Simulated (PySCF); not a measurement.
Species: urea, CH4N2O.
Atom-mapped SMILES: `[NH2:1][C:2]([NH2:3])=[O:4]` (hydrogens: H5, H6 on N1; H7, H8 on N3)

Torsions of this conformer, `[NH2:1][C:2]([NH2:3])=[O:4]`: H–N1–C2–N3 -167°, H–N1–C2–N3 -27°, H–N3–C2–N1 -27°, H–N3–C2–N1 -167°.

The closed-shell ground state was solved at several levels (PySCF, density fitting, gas phase, non-relativistic). Isolated species at its PBE0-D3(BJ)/def2-TZVP geometry, gas phase.

| level | basis functions | total energy (Eh) | HOMO (eV) | LUMO (eV) | gap (eV) | dipole (D) |
| --- | --- | --- | --- | --- | --- | --- |
| wB97X-D/pcSseg-2 | 200 | -225.2977 | -9.49 | 1.93 | 11.42 | 3.92 |
| CAM-B3LYP/aug-cc-pVTZ | 276 | -225.2771 | -9.10 | -0.08 | 9.02 | 3.89 |
| PBE0/pcSseg-2 | 200 | -225.1207 | -7.57 | 0.18 | 7.75 | 3.89 |
| wB97X-D/aug-cc-pVTZ | 276 | -225.2914 | -9.51 | 0.60 | 10.11 | 3.87 |
| B97-2/pcSseg-2 | 200 | -225.2895 | -7.26 | 0.22 | 7.48 | 3.87 |
| PBE0/aug-cc-pVTZ | 276 | -225.1160 | -7.59 | -0.45 | 7.14 | 3.84 |

(1) Estimate the row for KT3/pcSseg-2, a basis of 200 functions; the other rows only guide the guess.

(2) Over all these levels, which gives the widest orbital gap and which the narrowest?

(3) In the pcSseg-2 basis, how does the gap go with the fixed share of exact exchange?

(4) How far do the dipole and the HOMO energy spread over the levels?

Results:

(1) Total energy -228.5878 Eh, HOMO -6.07 eV, LUMO -0.78 eV, gap 5.29 eV, dipole 3.71 D.

(2) wB97X-D/pcSseg-2 (range-separated hybrid) has the widest, 11.42 eV, and KT3/pcSseg-2 (GGA) the narrowest, 5.29 eV. The two share the basis. From the narrowest to the widest the HOMO moves by -3.42 eV and the LUMO by +2.71 eV.

(3) KT3 (0 %) 5.29 eV; B97-2 (21 %) 7.48 eV; PBE0 (25 %) 7.75 eV. Each rise in the share widens the gap here.

(4) The dipole runs from 3.71 to 3.92 D (mean 3.86 D) and the HOMO from -9.51 to -6.07 eV.

Note: wB97X-D ran without an empirical dispersion term, which enters the total energy and its gradient alone.
